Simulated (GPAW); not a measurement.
InAs:

```
CELL_PARAMETERS angstrom
0.00000 2.87730 2.87730
2.87730 0.00000 2.87730
2.87730 2.87730 0.00000
ATOMIC_POSITIONS crystal
In 0.50000 0.50000 0.50000
As 0.00000 0.00000 0.00000
```

Measurements of this composition are mostly on another form, of space group No. 216.

Base run:

```yaml
Program: GPAW 26.7.0
Functional: RPBE
Potentials_or_basis: the program's PAW data sets (release 1.2.1) made for this functional
Cutoff: 600 eV
Basis: pw
k_mesh: 8 × 8 × 8
Occupations: fermi-dirac, width 0.05 eV
Spin: no spin polarisation
```

Its results: band gap on the k mesh none (metal or under the smearing width); pressure 1.4 GPa.

Question: After a change of settings the same cell gave: band gap on the k mesh none (metal or under the smearing width); pressure 1.0 GPa. Which change was it?
A. functional from RPBE to LDA
B. functional from RPBE to SCAN; potentials or basis from the program's PAW data sets (release 1.2.1) made for this functional to GPAW PAW data sets (gpaw-data 1.2.1)
C. functional from RPBE to r2SCAN; potentials or basis from the program's PAW data sets (release 1.2.1) made for this functional to GPAW PAW data sets (gpaw-data 1.2.1)
D. functional from RPBE to revPBE

Answer: D.
